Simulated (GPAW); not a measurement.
# NbP (I4_1md) in GPAW: single point with PBE

Aim: the single point of NbP with PBE.

Program: GPAW 26.7.0. These are calculated values, not measurements. Logs are shortened: lines on timing, memory, paths and dates and some standing lists are left out, and cuts for length are marked. The log counts tension as positive stress, the text compression.

## 1. The crystal as given

It takes space group I4_1md (No. 109, tetragonal). Conventional cell: a = 3.350 Å, b = 3.350 Å, c = 11.480 Å, α = 90.00°, β = 90.00°, γ = 90.00°. Nb (site symmetry 2mm) is surrounded by 6 P at 2.55 Å. Around P (site symmetry 2mm) lie 6 Nb at 2.55 Å.

The cell is a database's computed one.

## 2. Single point, PBE

Input file run.py:

```python
from ase.dft.bandgap import bandgap
from ase.io import read, write
from ase.units import GPa
from gpaw import GPAW, PW

atoms = read('POSCAR')

calc = GPAW(mode=PW(400),
            xc='PBE',
            kpts={'size': (7, 7, 7), 'gamma': True},
            occupations={'name': 'fermi-dirac', 'width': 0.05},
            nbands=34,
            maxiter=120,
            txt='gpaw.txt')
atoms.calc = calc
energy = atoms.get_potential_energy()
forces = atoms.get_forces()
stress = atoms.get_stress()
calc.write('gs.gpw')
write('result.traj', atoms)
print(f'Energy: {energy:.6f} eV')
print('Forces (eV/A):')
print(forces.round(4))
print('Stress (GPa):', (stress / GPa).round(3))
print('Fermi level:', round(calc.get_fermi_level(), 4), 'eV')
print(f'Gap: {bandgap(calc)[0]:.4f} eV, direct: {bandgap(calc, direct=True)[0]:.4f} eV')
```

Input file POSCAR:

```
NbP
1.0
   -1.6749232544      1.6749232544      5.7401081759
    1.6749232544     -1.6749232544      5.7401081759
    1.6749232544      1.6749232544     -5.7401081759
Nb P
2 2
Direct
    0.2498808000      0.7498808000      0.5000000000
    0.4998808000      0.4998808000      0.0000000000
    0.8327477700      0.3327477700      0.5000000000
    0.0827477700      0.0827477700      0.0000000000
```

Potentials or basis: GPAW PAW data sets (gpaw-data 1.2.1), pw.

Command:

```sh
> OMP_NUM_THREADS=1 python run.py
```

gpaw.txt:

```text
__  _  _
 | _ |_)|_||  |
 |__||  | ||/\| - 26.7.0

Input parameters:
  mode=PW(ecut=400.0),
  kpts=MonkhorstPack(size=(7, 7, 7), gamma=True),
  maxiter=120,
  nbands=34,
  occupations=Occupations(name='fermi-dirac', width=0.05),
  xc=XC(name='PBE')

Diagonalizing LCAO Hamiltonian
Converting LCAO to pw mode

       Nb

        P

           Nb

       P

Atoms  # Å, Bohr magnetons
|   | symbol |         x |         y |        z |    initial magnetic moments |
|---|--------|-----------|-----------|----------|-----------------------------|
| 0 |     Nb |  1.674923 | -0.000000 | 2.868686 | ( 0.0000,  0.0000,  0.0000) |
| 1 |     Nb | -0.000000 |  0.000000 | 5.738740 | ( 0.0000,  0.0000,  0.0000) |
| 2 |      P |  0.000000 |  1.674923 | 3.820016 | ( 0.0000,  0.0000,  0.0000) |
| 3 |      P | -0.000000 |  0.000000 | 0.949962 | ( 0.0000,  0.0000,  0.0000) |

Unit cell  # Å
| periodic |         x |         y |         z |  lengths |     angles |
|----------|-----------|-----------|-----------|----------|------------|
|      yes | -1.674923 |  1.674923 |  5.740108 | 6.209636 | 148.703633 |
|      yes |  1.674923 | -1.674923 |  5.740108 | 6.209636 | 148.703633 |
|      yes |  1.674923 |  1.674923 | -5.740108 | 6.209636 |  44.847726 |

Number of symmetries: 4
Symmetry operations  # r_c * U_cc + t_c -> r_c
|   | kind |            matrix            |
|---|------|------------------------------|
| 0 |  σ   |  1, 1, 1,  0, 0,-1,  0,-1, 0 |
| 1 |  E   |  1, 0, 0,  0, 1, 0,  0, 0, 1 |
| 2 |  C2  |  0, 1, 0,  1, 0, 0, -1,-1,-1 |
| 3 |  σ   |  0, 0,-1,  1, 1, 1, -1, 0, 0 |

BZ-sampling:
  Number of BZ points: 343
  Number of IBZ points: 64

  Monkhorst-Pack size: [7, 7, 7]
  Monkhorst-Pack shift: [0, 0, 0]

K-points  # in reciprocal-cell coordinates
|     |                                coordinates |     weight |
|-----|--------------------------------------------|------------|
|   0 | (  0.00000000,   0.00000000,   0.00000000) | 0.00291545 |
|   1 | (  0.14285714,  -0.14285714,  -0.14285714) | 0.00583090 |
|   2 | (  0.14285714,  -0.14285714,   0.00000000) | 0.01166181 |
|   3 | (  0.14285714,  -0.14285714,   0.14285714) | 0.00583090 |
|   4 | (  0.14285714,   0.00000000,  -0.14285714) | 0.01166181 |
|   5 | (  0.14285714,   0.00000000,   0.00000000) | 0.01166181 |
|   6 | (  0.14285714,   0.14285714,  -0.14285714) | 0.00583090 |
|   7 | (  0.28571429,  -0.28571429,  -0.28571429) | 0.00583090 |
|   8 | (  0.28571429,  -0.28571429,  -0.14285714) | 0.01166181 |
|   9 | (  0.28571429,  -0.28571429,   0.00000000) | 0.01166181 |
| ... |                                            |            |
|  63 | (  0.42857143,   0.42857143,   0.42857143) | 0.02332362 |

Plane wave coefficients: 1207
Cutoff: 400.0 eV

Spin-components: 1 (collinear spins)
Bands:           34
Projectors:      22
Spin-degeneracy: 2
Datatype:        complex128

Parallelization:
  kpt:    1
  domain: 1
  band:   1

Density:
  Valence electrons: 36.0
  Components: 1
  Grid points: [30 30 30]
  Charge: 0.0  # |e|

Potential:
  Grid points: [30 30 30]

species:
  Nb:
    name:    Niobium
    Z:       41.0
    valence: 13
    core:    28
    charge:  0.0  # [|e|]
    compensation charges:
      type: gauss
      rc: 0.40  # [Å]
      lmax: 2
    cutoffs:
      filter: 2.35  # [Å]
      core: 1.51  # [Å]
    projectors
    | kind |    occ | energy [eV] | rcut [Å] |
    |------|--------|-------------|----------|
    |   4s |  2.000 |     -58.361 |    1.323 |
    |   5s |  1.000 |      -3.980 |    1.323 |
    |   4p |  6.000 |     -34.526 |    1.323 |
    |   5p |  0.000 |      -1.111 |    1.323 |
    |   4d |  4.000 |      -3.041 |    1.244 |
    |    d |        |      24.171 |    1.244 |

    Using partial waves for Nb as LCAO basis

  P:
    name:    Phosphorus
    Z:       15.0
    valence: 5
    core:    10
    charge:  0.0  # [|e|]
    compensation charges:
      type: gauss
      rc: 0.30  # [Å]
      lmax: 2
    cutoffs:
      filter: 1.69  # [Å]
      core: 1.81  # [Å]
    projectors
    | kind |    occ | energy [eV] | rcut [Å] |
    |------|--------|-------------|----------|
    |   3s |  2.000 |     -13.968 |    0.953 |
    |   3p |  3.000 |      -5.506 |    0.953 |
    |    s |        |      13.244 |    0.953 |
    |    p |        |      21.705 |    0.953 |
    |    d |        |       0.000 |    0.953 |

    Using partial waves for P as LCAO basis

Reference energy: -226418.122896  # eV

eigensolver:
  PPCG
  Converge bands: occupied
  niter=2

density mixing:
  MSR1-Mixer
  Pratt-step length: 0.05
  Maximum mixing coefficient: 0.75
  Old densities: 10
  SVD Regularization: 0.005
  Good broyden scale: 1.0
  Trust region scale: 1.0
  Backstep threshold: 4.0
  History deletion threshold: 6.0
  Fourier metric: weight=20.0, sigma=0.015

occupation numbers:
  Fermi-Dirac:
    width: 0.0500  # eV

poisson solver:
  ecut: 3200.0  # eV

xc functional:
  name: PBE with 2 nearest neighbor stencil

convergence criteria:
- Maximum [total energy] change in last 3 cyles: 0.0005 eV / valence electron
- Maximum integral of absolute [dens]ity change: 0.0001 electrons / valence electron
- Maximum integral of absolute [eigenst]ate change: 4e-08 eV^2 / valence electron
maximum number of iterations: 120

SCF iterations
|iter     | |      energy | eigst |  dens |
|---------|-|-------------|-------|-------|
|iter:   1| |  -38.103724 | +0.24 |       |
|iter:   2| |  -37.425156 | -1.96 | -0.94 |
|iter:   3| |  -35.548272 | -0.93 | -0.99 |
|iter:   4| |  -35.522117 | -2.73 | -1.61 |
|iter:   5| |  -35.522409 | -3.18 | -1.90 |
|iter:   6| |  -35.522301c| -4.40 | -2.72 |
|iter:   7| |  -35.522271c| -5.53 | -3.14 |
|iter:   8| |  -35.522192c| -5.92 | -3.22 |
|iter:   9| |  -35.522193c| -7.55c| -4.02c|

Converged in 9 steps
Energy contributions relative to reference atoms: (reference = -226418.122896)

Energy contributions:
  Kinetic:          11.884736
  Coulomb:         -21.178123
  Zero:             -0.162668
  External:          0.000000
  Xc:              -26.062158
  Entropy:          -0.007957
  Spinorbit:         0.000000
  ----------------------------
  Free energy:     -35.526171
  Extrapolated:    -35.522193

dipole moment: (-9.894633, -11.397287, 19.826874)  # |e|*Ang

Fermi level: 10.661
Eigenvalues  # (at kpt = [0.000, 0.000, 0.000])
| band index |      eig [eV] | occ [0-2] |
|------------|---------------|-----------|
|          0 |       -44.314 |     2.000 |
|        ... |               |           |
|         10 |         4.503 |     2.000 |
|         11 |         7.642 |     2.000 |
|         12 |         8.426 |     2.000 |
|         13 |         8.426 |     2.000 |
|         14 |         8.532 |     2.000 |
|         15 |         8.948 |     2.000 |
[... 8 lines left out ...]
|         24 |        14.714 |     0.000 |
|         25 |        14.714 |     0.000 |
|        ... |               |           |
|         33 |        23.484 |     0.000 |

No gap
No difference between direct/indirect transitions

Forces  # eV/Ang
|       x |       y |        z |
|---------|---------|----------|
| 0.00000 | 0.00000 |  0.01848 |  # Nb   0
| 0.00000 | 0.00000 |  0.02241 |  # Nb   1
| 0.00000 | 0.00000 | -0.02100 |  # P    2
| 0.00000 | 0.00000 | -0.01911 |  # P    3

Stress tensor  # eV/Ang^3
|        x |        y |        z |
|----------|----------|----------|
| 0.009460 | 0.000000 | 0.000000 |
| 0.000000 | 0.009467 | 0.000000 |
| 0.000000 | 0.000000 | 0.011689 |

# Writing to gs.gpw (mode='')
```

stdout:

```text
<dir> UserWarning: The angles between your unit-cell vectors are 148.7, 148.7 and 44.8 degrees.  Results may be wrong!  Please Niggli-reduce your unit-cell so that the angles are closer to 90 degrees:

  from ase.build import niggli_reduce
  niggli_reduce(atoms)

  warnings.warn(
Energy: -35.522193 eV
Forces (eV/A):
[[ 0.      0.      0.0185]
 [ 0.      0.      0.0224]
 [ 0.      0.     -0.021 ]
 [ 0.      0.     -0.0191]]
Stress (GPa): [1.516 1.517 1.873 0.    0.    0.   ]
Fermi level: 10.661 eV
Gap: 0.0000 eV, direct: 0.0000 eV
```

Run time: 1.7 min. Hardware: 1 thread of Arm Neoverse V2, shared host; peak memory 0.24 GiB.

The run converged, but some of its settings lie outside the range that counts as converged, so its numbers aren't taken as properties of the crystal.

Results:

- Free energy: -35.5262 eV
- Pressure: -1.6 GPa
- Largest force: 0.022 eV/Å
- Band gap on the k mesh: none (metal or under the smearing width)

Caveat: the k mesh is coarse (spacing up to 0.38 Å⁻¹), so the values aren't converged; the cutoff is short for stress and forces, so pressures can be off by a GPa or more; the program warned that so skewed a cell can give wrong results.
